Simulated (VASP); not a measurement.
Set up this calculation in VASP 6.6.1, as the native input.

```
Task                   : relaxation of the atoms
Functional             : PBE
Potentials or basis    : VASP PAW PBE potentials, release 64 (Ca_sv, O)
Cutoff                 : 600 eV
k mesh                 : 10 × 10 × 10
Occupations            : gaussian, width 0.03 eV
Spin                   : no spin polarisation
Further INCAR settings : ALGO = Fast; EDIFF = 1e-07; IBRION = 2; EDIFFG = -0.01; NSW = 40
```

The structure of CaO (Lime) lies in POSCAR:

```
CaO                                     
1.0
    0.0000000000      2.4663717105      2.4663717105
    2.4663717105      0.0000000000      2.4663717105
    2.4663717105      2.4663717105      0.0000000000
  Ca              O             
     1     1
Direct
     0.0000000000000000    0.0000000000000000    0.0000000000000000
     0.5000000000000000    0.5000000000000000    0.5000000000000000
```

The cell isn't the ideal one: a relaxed cell with its volume scaled by 1.06.

These files were run (other wordings do the same):

INCAR

```
SYSTEM = CaO
PREC = Accurate
ENCUT = 600
EDIFF = 1E-7
ISMEAR = 0
SIGMA = 0.03
LREAL = .False.
LASPH = .True.
NELM = 80
ALGO = Fast
ISIF = 2
LWAVE = .False.
LCHARG = .False.
GGA = PE
IBRION = 2
NSW = 40
EDIFFG = -0.01
```

KPOINTS

```
Automatic mesh
0
Gamma
  10 10 10
  0 0 0
```

Potentials or basis: VASP PAW PBE potentials, release 64 (Ca_sv, O).

The run is started by

```bash
$ cat potpaw_PBE.64/Ca_sv/POTCAR potpaw_PBE.64/O/POTCAR > POTCAR
$ mpirun -np 1 vasp_std > vasp.out
```

It gave:

```json
{
  "Pressure after relaxing": "-5.4 GPa",
  "Band gap on the k mesh": "3.64 eV, indirect (least direct gap 4.03 eV)"
}
```

Caveat: the relaxation stopped at its first step, so nothing moved.

Run time: 18 s on 1 thread of Intel(R) Xeon(R) 6975P-C (Granite Rapids) (shared host), peak memory 0.17 GiB.
